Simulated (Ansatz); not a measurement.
PbI₂ (started from an entry of an open crystallographic database), relaxed with r2SCAN+rVV10, was run in the plane-wave code Ansatz under altered settings. All numbers are computed, without spin polarisation but where a row says otherwise.

```yaml
crystal:
  lattice:
    - [4.56573, 0.00000, 0.00000]
    - [-2.28286, 3.95403, 0.00000]
    - [0.00000, 0.00000, 7.04108]
  atoms:
    - { symbol: Pb, position: [0.00000, 0.00000, 0.00000] }
    - { symbol: I, position: [0.33333, 0.66667, 0.26678] }
    - { symbol: I, position: [0.66667, 0.33333, 0.73322] }
```

The base run's other keys:
```yaml
kpoints:
  mp_grid: { grid: [6, 6, 2] }
hamiltonian:
  xc: hse06
scf:
  occupations: { method: fixed }
  n_extra_bands: 4
```

It takes 17 iterations with 2489 plane waves at 420 eV and 14 k points, and leaves a mean stress of +0.72 GPa. The gap over this mesh is 2.931 eV. It ran on 4 threads of Arm Neoverse N1 (shared host).

Outcomes, with energy and stress as changes against the base:
```
                                  setting    outcome  ΔF (meV/atom)  Δ mean stress (GPa)  gap on the mesh (eV)  iterations  wall time
PBE hybrid, exx coeff 0.75, omega 0.1 1/Å  converged              –                 -1.0                 5.417          24       67 s
   PBE hybrid, exx coeff 0.75, unscreened  converged              –                 -1.0                 6.476          24       65 s
    PBE hybrid, exx coeff 1.0, unscreened  converged              –                 -1.4                 7.997          26       72 s
        scf.mixing.preconditioner: kerker  converged            0.0                  0.0                 2.931          17       53 s
```
A dash marks a value that wasn't obtained or can't be compared. Stress is positive in compression. The base took 54 s. The base's mesh is coarse for a hybrid, so its own values aren't converged.

- PBE hybrid, exx coeff 0.75, omega 0.1 1/Å. That is 75 % exact exchange, screened with ω = 0.1 1/Å, against HSE06's 25 % screened at 0.208 1/Å. The mean stress moves by -1.0 GPa and the gap on the mesh by +2.486 eV (to 5.417). Totals of different functionals aren't comparable. The program warns that on this mesh the truncation of the exchange isn't bounded, so part of the change can be an error of the mesh.
- PBE hybrid, exx coeff 0.75, unscreened. That is 75 % exact exchange, at all ranges, against HSE06's 25 % screened at 0.208 1/Å. The mean stress moves by -1.0 GPa and the gap on the mesh by +3.545 eV (to 6.476). Totals of different functionals aren't comparable.
- PBE hybrid, exx coeff 1.0, unscreened. That is 100 % exact exchange, at all ranges, against HSE06's 25 % screened at 0.208 1/Å. The mean stress moves by -1.4 GPa and the gap on the mesh by +5.066 eV (to 7.997). Totals of different functionals aren't comparable.

Within 1 meV an atom, 0.1 GPa and 0.005 eV of the base stay: scf.mixing.preconditioner: kerker.

Spin-orbit coupling is left out; in compounds of Pb, Bi, Tl or Hg it can lower a gap by up to about 1 eV, split its edges or invert the bands.

The stress of a hybrid is loosely converged in these runs.

The meshes of the hybrids are coarse, so their gaps aren't converged to the digits shown.
